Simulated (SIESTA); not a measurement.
**Ag under changes of volume**

One of the cells (17.048 Å³/atom); the others are scaled copies at fixed shape and fractional positions:

```xyz
1
Lattice="0.0000 2.0427 2.0427 2.0427 0.0000 2.0427 2.0427 2.0427 0.0000" Properties=species:S:1:pos:R:3 pbc="T T T"
Ag    0.0000    0.0000    0.0000
```

| Item | Value |
| --- | --- |
| Program | SIESTA 5.4.2 |
| Functional | PBEsol |
| Potentials or basis | PseudoDojo 0.4 standard (PBEsol files) |
| Basis | DZP (energy shift 0.003 Ry; two zetas on semicore shells) |
| Grid cutoff | 800 Ry |
| Energy shift | 0.003 Ry |
| k mesh | 11 × 11 × 11 |
| Occupations | fermi-dirac, width 0.05 eV |
| Spin | no spin polarisation |

| volume (Å³/atom) | energy over the lowest point (meV/atom) | pressure (GPa) |
| --- | --- | --- |
| 16.025 | ? | ? |
| 16.366 | 2.38 | 2.5 |
| 16.707 | 0.00 | -0.1 |
| 17.048 | 3.50 | -2.7 |
| 17.389 | 11.46 | -4.6 |
| 17.730 | 23.36 | -6.4 |
| 18.071 | 38.74 | -7.9 |

What does the run at 16.025 Å³/atom give?

Energy over the lowest point 10.81 meV/atom; pressure 5.6 GPa.

Worked out: A Birch-Murnaghan fit of order 3 (a polynomial in V^(-2/3)) to the other rows has its minimum at 16.67 Å³/atom with B0 = V·E''(V) = 131 GPa and B' = 7.2. It gives 11.20 meV/atom at 16.025 Å³/atom, against the run's 10.81, and -dE/dV = 5.9 GPa, against 5.6.

Energies are extrapolated to zero smearing.

Caveats: short orbitals over semicore shells can move pressures by several GPa; the basis of atomic orbitals isn't converged, which shifts pressures, moduli and gaps.
